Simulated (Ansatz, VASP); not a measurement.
GaAs: VASP beside Ansatz

```
Ga As
1.0
     0.00000    2.82914    2.82914
     2.82914    0.00000    2.82914
     2.82914    2.82914    0.00000
Ga As
1 1
Cartesian
  0.0000 0.0000 0.0000
  1.4146 1.4146 1.4146
```

Alike in both runs: task single point; functional LDA; k mesh 12 × 12 × 12; occupations gaussian, width 0.02 eV; no spin polarisation.

```csv
,VASP,Ansatz
version,VASP 6.6.1,Ansatz 0.2.0
potentials or method,"VASP PAW LDA potentials, release 64 (Ga_d, As)","scalar-relativistic, plane waves, PAW"
plane-wave cutoff (eV),520,420
valence electrons in the cell,18,28
```

VASP gave:

- gap on the k mesh at the Fermi level (eV): 0.31
- least direct gap on the mesh (eV): 0.31
- pressure (GPa): -1.8

Task: Estimate Ansatz's values.

Result: gap on the k mesh at the Fermi level (eV): 0.27; least direct gap on the mesh (eV): 0.27; pressure (GPa): -2.0.

The two sets of potentials don't hold the same shells in valence.
